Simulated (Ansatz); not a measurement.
Relaxing Yb in the sc type

First guess:

```xyz
1
Lattice="3.2195 0.0000 0.0000 0.0000 3.2195 0.0000 0.0000 0.0000 3.2195" Properties=species:S:1:pos:R:3 pbc="T T T"
Yb    0.0000    0.0000    0.0000
```

Theory: Ansatz 0.2.0, DFT, PBE, PAW with Ansatz's default frozen-core files, scalar-relativistic.

Cell and atoms relax within the symmetry of the start on a 10×10×10 k mesh with 0.05 eV Fermi–Dirac smearing.

The start is built from a prototype, known or not as a phase of this compound; the cutoff is 420 eV.

Semilocal functionals without a Hubbard term describe localised f shells poorly; where the shell is localised, the real material differs.

No spin–orbit coupling, which matters for the heavy atoms here.

Problem. What is the pressure of the first guess?

Solution. 2.22 GPa.

Problem. What does it relax to?

Solution. a = 3.388 Å, b = 3.388 Å, c = 3.388 Å, α = 90.00°, β = 90.00°, γ = 90.00° (conventional cell), 38.87 Å³ per atom:
```xyz
1
Lattice="3.3876 0.0000 0.0000 0.0000 3.3876 0.0000 0.0000 0.0000 3.3876" Properties=species:S:1:pos:R:3 pbc="T T T"
Yb    0.0000    0.0000    0.0000
```

Problem. How much energy does the relaxation release?

Solution. 32 meV/atom.
